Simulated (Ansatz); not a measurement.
# AlN: the cost of one run

Computed with Ansatz 0.2.0 (DFT r2SCAN, scalar-relativistic, plane waves, PAW, unless a step's input says otherwise).

4 further runs of the same task are left out: 1 that didn't finish, 3 set aside as unsound or not needed.

**1. The starting structure**

Symmetry: P6_3mc, No. 186, hexagonal system. The conventional cell has a = 3.235 Å, b = 3.235 Å, c = 5.211 Å, α = 90.00°, β = 90.00°, γ = 120.00°. Zn (site symmetry 3m) is surrounded by 4 O at 1.97 to 1.98 Å. O (site symmetry 3m) has 4 Zn at 1.97 to 1.98 Å as nearest neighbours.

Coordinates:

```xyz
4
Lattice="3.2352 0.0000 0.0000 -1.6176 2.8018 0.0000 0.0000 0.0000 5.2114" Properties=species:S:1:pos:R:3 pbc="T T T"
Zn    0.0000    1.8678    0.0064
Zn    1.6176    0.9339    2.6121
O     0.0000    1.8678    1.9848
O     1.6176    0.9339    4.5905
```

It is the result of an earlier relaxation at this level (volume 11.81 Å³/atom; gap on the mesh: 1.24 eV).

**2. The film's bulk: AlN**

Relaxed beforehand at this level: -464.2426 eV/atom, gap on the mesh 4.88 eV.

```
CELL_PARAMETERS angstrom
-1.55333 -2.69045 0.00000
3.10667 0.00000 0.00000
0.00000 0.00000 4.97840
ATOMIC_POSITIONS crystal
Al 0.33333 0.66667 0.00169
Al 0.66667 0.33333 0.50169
N 0.33333 0.66667 0.38331
N 0.66667 0.33333 0.88331
```

The bulk reference of ZnO, the base, comes from a run made before at the same settings: -1947.4632 eV/atom.

**3. The film's bulk on the base's lattice**

The (100) plane of AlN is fitted to the (100) plane of ZnO, a strain of +4.1 % along x and +4.7 % along y; the third vector and the atoms relax.

Contents of input.yaml:

```yaml
crystal:
  lattice:
    - [3.2352006002, 0.0, 0.0]
    - [0.0, 5.2114160379, 0.0]
    - [1.6176003001, 0.0, 2.5547108032]
  atoms:
    - { symbol: Al, position: [0.3333333333, -0.0016929022, 0.3333333333] }
    - { symbol: Al, position: [0.6666666667, 0.4983070978, 0.6666666667] }
    - { symbol: "N", position: [0.3333333333, 0.6166929022, 0.3333333333] }
    - { symbol: "N", position: [0.6666666667, 0.1166929022, 0.6666666667] }
basis:
  ecutwfc: 500
kpoints:
  mp_grid: { grid: [8, 5, 10] }
hamiltonian:
  xc: r2scan
scf:
  occupations: { method: gaussian, width: 0.02 }
output:
  forces: true
  stress: true
  eigenvalues: true
relax:
  adjacent_minimum: "off"
  f_tol: 0.01
  max_steps: 50
  cell: { fix: [a, b, gamma], stress_tol: 0.1 }
```

Launch:

```bash
$ ansatz run input.yaml --threads 4 --pin off --max-ram 10240MiB --backend cpu --events-out ev --progress --plain --runs-dir out
```

What time and memory should one allow on 4 threads of Arm Neoverse V2, shared host?

About 23 s, with a peak of 0.53 GiB.
